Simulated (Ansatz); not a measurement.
Ionic part of the dielectric constant of BN at 25 GPa, mode by mode

Level of theory: DFT PBEsol, scalar-relativistic, plane waves, PAW (Ansatz). Cutoff 420 eV, 14×14×14 k-points (Γ-centred), fixed occupations. No spin polarisation. Phonons by linear response, acoustic sum rule imposed.

The structure is orthorhombic, space group Fmm2 (No. 42). Conventional cell: a = 2.475 Å, b = 5.263 Å, c = 4.244 Å, α = 90.00°, β = 90.00°, γ = 90.00°. B (site symmetry mm2) is surrounded by 3 N at 1.42 Å. N (site symmetry mm2) has 3 B at 1.42 Å as nearest neighbours.

The crystal is built of layers and no dispersion correction was added, so the binding between them is poorly described, and with it their spacing and whatever depends on it.

The primitive cell has V = 13.82 Å³ and ε∞,zz = 5.675. Each polar mode adds Δε = (4.92064×10⁷/V)·S/ν² along z, with S its oscillator strength in e²/amu, ν in cm⁻¹ and V in Å³.

Problem. From these modes, find each Δε and ε0,zz.
```json
{"ν (cm⁻¹)": "1454.2", "S_zz (e²/amu)": "1.147"}
```

Solution.
```json
{"ν (cm⁻¹)": "1454.2", "Δε": "1.93"}
```

The sum is 1.931, so ε0,zz = 7.61; the run's tensor has 7.61.

Problem. Where do the longitudinal modes lie for a wave vector along z?

Solution. At 1683 cm⁻¹. The Lyddane–Sachs–Teller product Π(ν_LO/ν_TO)² = 1.34 matches ε0/ε∞ = 1.34.

This form isn't the usual stable structure of the compound at low pressure.

Cost: 1 run of about 5 core-minutes, on Intel Xeon Processor @ 2.50GHz (Skylake/Cascade Lake) (shared hosts).